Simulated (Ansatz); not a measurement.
Rh:

```
Rh
1.0
     0.00000    1.89785    1.89785
     1.89785    0.00000    1.89785
     1.89785    1.89785    0.00000
Rh
1
Direct
  0.00000 0.00000 0.00000
```

Base run:

```yaml
Program: Ansatz 0.2.0
Functional: PBE
Potentials_or_basis: all-electron LAPW, scalar-relativistic
Cutoff: 278 eV (chosen from the basis error)
Basis_error_allowed: 0.001 eV/atom
k_mesh: 12 × 12 × 12
Occupations: fermi-dirac, width 0.05 eV
Spin: no spin polarisation
```

Its results: pressure 7.2 GPa.

Task: The run is repeated on the same cell with these changes: functional from PBE to LDA. What comes out?

Result: Pressure -9.9 GPa.

LDA binds more tightly than PBE, so the same cell stands under less pressure.
